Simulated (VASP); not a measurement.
# P (R-3m) in VASP: single point with LDA

Aim: the single point of P with LDA.

Everything below comes from runs of VASP 6.6.1. Logs are shortened: lines on timing, memory, paths and dates and some standing lists are left out, and cuts for length are marked.

## 1. The structure

It takes space group R-3m (No. 166, trigonal). The conventional cell has a = 3.451 Å, b = 3.451 Å, c = 9.389 Å, α = 90.00°, β = 90.00°, γ = 120.00°. P (site symmetry 3m) is surrounded by 3 P at 2.29 Å.

This isn't the form of P at room conditions, which is orthorhombic.

## 2. Single point, LDA

Input file INCAR:

```
SYSTEM = P
PREC = Accurate
ENCUT = 520
EDIFF = 1E-6
ISMEAR = -1
SIGMA = 0.01
LREAL = .False.
LASPH = .True.
NELM = 100
ALGO = Normal
ISIF = 2
LWAVE = .False.
LCHARG = .False.
NBANDS = 12
```

Input file KPOINTS:

```
regular mesh
0
Gamma
  2 2 2
  0 0 0
```

Input file POSCAR:

```
P
1.0
    1.7257251800      0.9963479000      3.1296800100
   -1.7257251800      0.9963479000      3.1296800100
    0.0000000000     -1.9926957900      3.1296800100
P
2
Direct
    0.2270802500      0.2270802500      0.2270802500
    0.7729197500      0.7729197500      0.7729197500
```

Potentials or basis: VASP PAW LDA potentials, release 64 (P).

Command:

```console
$ cat potpaw_LDA.64/P/POTCAR > POTCAR
$ mpirun -np 1 vasp_std > vasp.out
```

OUTCAR:

```text
SYSTEM = P
   PREC = Accurate
   ENCUT = 520
   EDIFF = 1E-6
   ISMEAR = -1
   LREAL = .False.
   LASPH = .True.
   NELM = 100
   ISIF = 2

 ion  position               nearest neighbor table
   1  0.227  0.227  0.227-   2 2.29   2 2.29   2 2.29   2 2.82   2 2.82   2 2.82
   2  0.773  0.773  0.773-   1 2.29   1 2.29   1 2.29   1 2.82   1 2.82   1 2.82

  LATTYP: Found a trigonal (rhomboedric) cell.
 ALAT       =     3.7102201417
 COS(alpha) =     0.5673129373

  Lattice vectors:

 A1 = (   1.7257251800,   0.9963479000,   3.1296800100)
 A2 = (  -1.7257251800,   0.9963479000,   3.1296800100)
 A3 = (   0.0000000000,  -1.9926957900,   3.1296800100)

Analysis of symmetry for initial positions (statically):
=====================================================================
 Subroutine PRICEL returns:
 Original cell was already a primitive cell.

 Routine SETGRP: Setting up the symmetry group for a
 trigonal (rhombohedral) supercell.

 Subroutine GETGRP returns: Found 12 space group operations
 (whereof 12 operations were pure point group operations)
 out of a pool of 12 trial point group operations.

The static configuration has the point symmetry D_3d.

Analysis of symmetry for dynamics (positions and initial velocities):
=====================================================================
 Subroutine PRICEL returns:
 Original cell was already a primitive cell.

 Routine SETGRP: Setting up the symmetry group for a
 trigonal (rhombohedral) supercell.

 Subroutine GETGRP returns: Found 12 space group operations
 (whereof 12 operations were pure point group operations)
 out of a pool of 12 trial point group operations.

The dynamic configuration has the point symmetry D_3d.

 Subroutine INISYM returns: Found 12 space group operations
 (whereof 12 operations are pure point group operations),
 and found     1 'primitive' translations

----------------------------------------------------------------------------------------

                                     Primitive cell

  volume of cell :      32.2875

  direct lattice vectors                    reciprocal lattice vectors
     1.725725180  0.996347900  3.129680010     0.289733270  0.167277582  0.106507161
    -1.725725180  0.996347900  3.129680010    -0.289733270  0.167277582  0.106507161
     0.000000000 -1.992695790  3.129680010     0.000000000 -0.334555163  0.106507162

  length of vectors
     3.710220142  3.710220142  3.710220139     0.351099605  0.351099605  0.351099605

  position of ions in fractional coordinates (direct lattice)
     0.227080250  0.227080250  0.227080250
     0.772919750  0.772919750  0.772919750

  ion indices of the primitive-cell ions
   primitive index   ion index
                 1           1
                 2           2

----------------------------------------------------------------------------------------

 KPOINTS: regular mesh

Automatic generation of k-mesh.
 Grid dimensions read from file:
 generate k-points for:    2    2    2

 Generating k-lattice:

  Cartesian coordinates                     Fractional coordinates (reciprocal lattice)
     0.144866635  0.083638791  0.053253581     0.500000000  0.000000000  0.000000000
    -0.144866635  0.083638791  0.053253581     0.000000000  0.500000000  0.000000000
     0.000000000 -0.167277582  0.053253581     0.000000000  0.000000000  0.500000000

  Length of vectors
     0.175549802  0.175549802  0.175549803

  Shift w.r.t. Gamma in fractional coordinates (k-lattice)
     0.000000000  0.000000000  0.000000000

 Subroutine IBZKPT returns following result:
 ===========================================

 Found      4 irreducible k-points:

 Following reciprocal coordinates:
            Coordinates               Weight
  0.000000  0.000000  0.000000      1.000000
  0.500000  0.000000  0.000000      3.000000
  0.500000  0.500000  0.000000      3.000000
  0.500000  0.500000  0.500000      1.000000
   k-points           NKPTS =      4   k-points in BZ     NKDIM =      4   number of bands    NBANDS=     12
   number of dos      NEDOS =    301   number of ions     NIONS =      2
   total plane-waves  NPLWV =  21952
   dimension x,y,z NGX =    28 NGY =   28 NGZ =   28
   dimension x,y,z NGXF=    56 NGYF=   56 NGZF=   56
   ions per type =               2
   NGX,Y,Z   is equivalent  to a cutoff of  12.55, 12.55, 12.55 a.u.
   NGXF,Y,Z  is equivalent  to a cutoff of  25.09, 25.09, 25.09 a.u.
 SYSTEM =  P
   PREC   = accura    normal or accurate (medium, high low for compatibility)
   ISTART =      0    job   : 0-new  1-cont  2-samecut
   ICHARG =      2    charge: 1-file 2-atom 10-const
   ISPIN  =      1    spin polarized calculation?
   LNONCOLLINEAR =      F non collinear calculations
   LSORBIT =      F    spin-orbit coupling
   LASPH  =      T    aspherical Exc in radial PAW
   ENCUT  =  520.0 eV  38.22 Ry    6.18 a.u.   6.90  6.90  6.90*2*pi/ulx,y,z
   NELM   =    100;   NELMIN=  2; NELMDL= -5     # of ELM steps
   EDIFF  = 0.1E-05   stopping-criterion for ELM
   LREAL  =      F    real-space projection
   EDIFFG = 0.1E-04   stopping-criterion for IOM
   NSW    =      0    number of steps for IOM
   IBRION =     -1    ionic relax: 0-MD 1-quasi-New 2-CG
   NFREE  =      0    steps in history (QN), initial steepest desc. (CG)
   ISIF   =      2    stress and relaxation
   ISYM   =      2    0-nonsym 1-usesym 2-fastsym
   POTIM  = 0.5000    time-step for ionic-motion
   TEBEG  =    0.0;   TEEND  =   0.0 temperature during run
   PSTRESS=    0.0 pullay stress
   NELECT =      10.0000    total number of electrons
   NUPDOWN=      -1.0000    fix difference up-down
   EMIN   =  10.00;   EMAX   =-10.00  energy-range for DOS
   EFERMI =   0.00;   METHOD = LEGACY
   ISMEAR =    -1;   SIGMA  =   0.01  broadening in eV -4-tet -1-fermi 0-gaus
   EFERMI_NEDOS =   21; number of points for ismear=-14 and -15
   IALGO  =     38    algorithm
   IMIX   =      4    mixing-type and parameters
     AMIX     =   0.40;   BMIX     =  1.00
     AMIX_MAG =   1.60;   BMIX_MAG =  1.00
  volume/ion in A,a.u.               =      16.14       108.94
  Fermi-wavevector in a.u.,A,eV,Ry     =   1.107636  2.093128 16.692396  1.226857
  Thomas-Fermi vector in A             =   2.244152
   LORBIT       =      0    0 simple, 1 ext, 2 COOP (PROOUT), +10 PAW based schemes
   GGA     = CA    functional components
   LHFCALC =     F    Hartree Fock is set to
   AEXX    =    0.0000 exact exchange contribution
   IVDW    =     0    specifies the selected vdW correction
   LEPSILON=     F    determine dielectric tensor
   LRPA    =     F    only Hartree local field effects (RPA)
 non-spin polarized calculation
  energy-cutoff  :      520.00
  volume of cell :       32.29
 maximum number of plane-waves:       876
 NGX is ok and might be reduce to    28
   NGX = 13   NGY = 13   NGZ = 13

 number of electron      10.0000000 magnetization

 Free energy of the ion-electron system (eV)
  ---------------------------------------------------
  ext. energy  EPLUGINS =         0.00000000
  ---------------------------------------------------
  free energy    TOTEN  =        -9.73340199 eV

  energy without entropy =       -9.72850127  energy(sigma->0) =       -9.73095163

 E-fermi :   8.7849     XC(G=0): -10.8489

 val. band max:        8.2708965154   @ k =   0.5000   0.0000   0.0000
 cond. band min:       8.7919425025   @ k =   0.5000   0.0000   0.0000
 fundamental gap:      0.5210459871
 Fermi energy:         8.7848775498

 k-point     1 :       0.0000    0.0000    0.0000
  band No.  band energies     occupation
      1      -7.4473      2.00000
      2       5.3833      2.00000
      3       5.8573      2.00000
      4       6.2002      2.00000
      5       6.2002      2.00000
      6      10.3980      0.00000
      7      11.6575      0.00000
      8      11.6575      0.00000
      9      14.6706      0.00000
     10      14.6706      0.00000
     11      16.0230      0.00000
     12      16.0979      0.00000

 k-point     2 :       0.5000    0.0000    0.0000
  band No.  band energies     occupation
      1      -3.9687      2.00000
      2      -2.8688      2.00000
      3       5.2644      2.00000
      4       5.6316      2.00000
      5       8.2709      2.00000
      6       8.7919      0.66075
      7       9.0518      0.00000
      8       9.4335      0.00000
      9      17.7055      0.00000
     10      18.6205      0.00000
     11      20.6874      0.00000
     12      20.7227      0.00000

 k-point     3 :       0.5000    0.5000    0.0000
  band No.  band energies     occupation
      1      -3.7098      2.00000
      2      -0.9501      2.00000
      3       2.1121      2.00000
      4       3.5701      2.00000
      5       3.6404      2.00000
      6       9.0017      0.00000
      7      15.0582      0.00000
      8      16.4000      0.00000
      9      17.2607      0.00000
     10      17.9937      0.00000
     11      21.7518      0.00000
     12      21.9547      0.00000

 k-point     4 :       0.5000    0.5000    0.5000
  band No.  band energies     occupation
      1      -5.4311      2.00000
      2      -1.9863      2.00000
      3       6.2889      2.00000
      4       6.2889      2.00000
      5       8.8390      0.00888
      6       8.8390      0.00888
      7       9.1896      0.00000
      8      11.2222      0.00000
      9      17.6086      0.00000
     10      18.4176      0.00000
     11      18.4176      0.00000
     12      21.1638      0.00000

------------------------ aborting loop because EDIFF is reached ----------------------------------------

  FORCE on cell =-STRESS in cart. coord.  units (eV):
  Direction    XX          YY          ZZ          XY          YZ          ZX
  --------------------------------------------------------------------------------------
  -------------------------------------------------------------------------------------
  Total       -0.3624872     -0.3624872      4.2605868      0.0000000      0.0000000      0.0000000
  in kB      -17.9874417    -17.9874417    211.4200486      0.0000000      0.0000002      0.0000000
  external PRESSURE =      58.4817218 kB  Pullay stress =       0.0000000 kB

 VOLUME and BASIS-vectors are now :
 -----------------------------------------------------------------------------
  energy-cutoff  :      520.00
  volume of cell :       32.29
      direct lattice vectors                 reciprocal lattice vectors
     1.725725180  0.996347900  3.129680010     0.289733270  0.167277582  0.106507161
    -1.725725180  0.996347900  3.129680010    -0.289733270  0.167277582  0.106507161
     0.000000000 -1.992695790  3.129680010     0.000000000 -0.334555163  0.106507162

 POSITION                                       TOTAL-FORCE (eV/Angst)
 -----------------------------------------------------------------------------------
      0.00000      0.00000      2.13207         0.000000      0.000000      0.065465
      0.00000      0.00000      7.25697         0.000000     -0.000000     -0.065465
 -----------------------------------------------------------------------------------
    total drift:                                0.000000     -0.000000     -0.000000

  FREE ENERGIE OF THE ION-ELECTRON SYSTEM (eV)
  ---------------------------------------------------
  free  energy   TOTEN  =        -9.7334019858 eV

  energy  without entropy=       -9.7285012688  energy(sigma->0) =       -9.73095163
```

It took 1.9 s on 1 thread of Intel Xeon Platinum 8488C (Sapphire Rapids), shared host; peak memory 0.12 GiB.

Results:

```yaml
Free_energy: -9.7334 eV
Pressure: 5.8 GPa
Largest_force: 0.065 eV/Å
Band_gap_on_the_k_mesh: none (metal or under the smearing width)
```

Forces in eV/Å, atoms in the order of the input:
```
P    0.000  0.000  0.065
P    0.000  0.000 -0.065
```

Stress tensor (GPa, compression positive):
```
-1.80  0.00  0.00
 0.00 -1.80  0.00
 0.00  0.00 21.14
```

Levels at points of the mesh, in eV from the Fermi level:
| k point | band 1 | band 2 | band 3 | band 4 | band 5 | band 6 | band 7 | band 8 | band 9 | band 10 |
| --- | --- | --- | --- | --- | --- | --- | --- | --- | --- | --- |
| (0.00, 0.00, 0.00) | -16.23 | -3.40 | -2.93 | -2.58 | -2.58 | 1.61 | 2.87 | 2.87 | 5.89 | 5.89 |
| (0.50, 0.00, 0.00) | -12.75 | -11.65 | -3.52 | -3.15 | -0.51 | 0.01 | 0.27 | 0.65 | 8.92 | 9.84 |
| (0.50, 0.50, 0.00) | -12.49 | -9.73 | -6.67 | -5.21 | -5.14 | 0.22 | 6.27 | 7.62 | 8.48 | 9.21 |
| (0.50, 0.50, 0.50) | -14.22 | -10.77 | -2.50 | -2.50 | 0.05 | 0.05 | 0.40 | 2.44 | 8.82 | 9.63 |

Caveat: the k mesh is coarse (spacing up to 1.10 Å⁻¹), so the values aren't converged.
